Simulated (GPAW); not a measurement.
CuO: single point with PBE

Crystal: CuO.

```
Cu O
1.0
     3.17550    0.00000    0.00000
     0.00000    3.17550    0.00000
     0.00000    0.00000    4.64953
Cu O
2 2
Direct
  0.00000 0.00000 0.00000
  0.50000 0.50000 0.00000
  0.50000 0.00000 0.26700
  0.00000 0.50000 0.73300
```

The cell was built by a generator and needn't be a form met in nature.

| Quantity | Value |
| --- | --- |
| Program | GPAW 26.7.0 |
| Task | single point |
| Functional | PBE |
| Potentials or basis | GPAW PAW data sets (gpaw-data 1.2.1) |
| Cutoff | 800 eV |
| Basis | pw |
| k mesh | 8 × 8 × 6 |
| Occupations | fermi-dirac, width 0.05 eV |
| Spin | no spin polarisation |
| Maxiter | 150 |

- Pressure: 18.6 GPa
- Largest force: 0.664 eV/Å
- Band gap on the k mesh: none (metal or under the smearing width)

Forces on the atoms (eV/Å):
```
Cu   0.000  0.000  0.000
Cu   0.000  0.000  0.000
O    0.000  0.000 -0.664
O    0.000  0.000  0.664
```

Stress tensor (GPa, compression positive):
```
31.39  0.00  0.00
 0.00 31.39  0.00
 0.00  0.00 -6.93
```

Levels at points of the mesh, in eV from the Fermi level:
| k point | band 13 | band 14 | band 15 | band 16 | band 17 | band 18 | band 19 | band 20 | band 21 | band 22 |
| --- | --- | --- | --- | --- | --- | --- | --- | --- | --- | --- |
| (0.00, 0.00, 0.00) | -1.08 | -1.08 | -0.48 | -0.33 | 0.43 | 0.43 | 1.16 | 6.51 | 10.98 | 10.98 |
| (0.00, 0.00, 0.50) | -0.97 | -0.97 | -0.75 | -0.48 | 0.26 | 0.26 | 2.76 | 5.66 | 10.97 | 10.97 |
| (0.50, 0.00, 0.00) | -2.32 | -2.32 | -0.26 | -0.26 | 0.00 | 0.00 | 5.29 | 5.29 | 10.65 | 10.65 |
| (0.50, 0.00, 0.50) | -2.35 | -2.35 | 0.03 | 0.03 | 0.09 | 0.09 | 5.12 | 5.12 | 9.75 | 9.75 |
| (0.50, 0.50, 0.00) | -1.66 | -1.66 | -1.55 | -1.55 | -0.40 | -0.40 | 5.61 | 5.61 | 9.30 | 9.30 |
| (0.50, 0.50, 0.50) | -1.78 | -1.78 | -1.66 | -1.66 | -0.28 | -0.28 | 6.53 | 6.53 | 9.30 | 9.30 |

Run time: 110 s on 1 thread of Arm Neoverse V1, on a shared host, peak memory 0.25 GiB.

Caveat: with this Cu data set, volumes or pressures lay over 1.5 % or 2 GPa off other programs in two to four cells of ten; so large a pressure means that the cell lies far from this level's equilibrium, or that cutoff or potentials fall short; the run has no spin polarisation, though such a crystal can be magnetic; semilocal functionals often make such compounds metallic where correlation or magnetic order opens a gap, which also shifts bond lengths. With open d or f shells a metallic result of PBE can be an artefact of self-interaction; +U or a hybrid may open a gap.
